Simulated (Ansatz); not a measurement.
Theory: DFT, revPBE, plane waves (420 eV) with PAW, scalar-relativistic in Ansatz 0.2.0. (PAW data from PBE, frozen cores regenerated.)

An element in the simple cubic structure gives this curve. The cell is scaled uniformly from the relaxed one, with fractional coordinates and shape fixed. Energies are extrapolated to zero smearing, pressures are those at the given smearing. Magnetic state: spin not included.

| V (Å³/atom) | E − E₀ (meV/atom) | P (GPa) |
| --- | --- | --- |
| 9.231 | 42.2 | 11.69 |
| 9.651 | 17.8 | 7.14 |
| 10.071 | 4.3 | 3.33 |
| 10.490 | 0.0 | 0.13 |
| 10.910 | 3.4 | -2.56 |
| 11.329 | 13.3 | -4.82 |
| 11.749 | 28.6 | -6.73 |

Question: Which element is it?
A. beryllium
B. nickel
C. phosphorus
D. copper

Answer: A. Its fit is V₀ = 10.50 Å³/atom, B₀ = 73 GPa, B₀′ = 3.3.
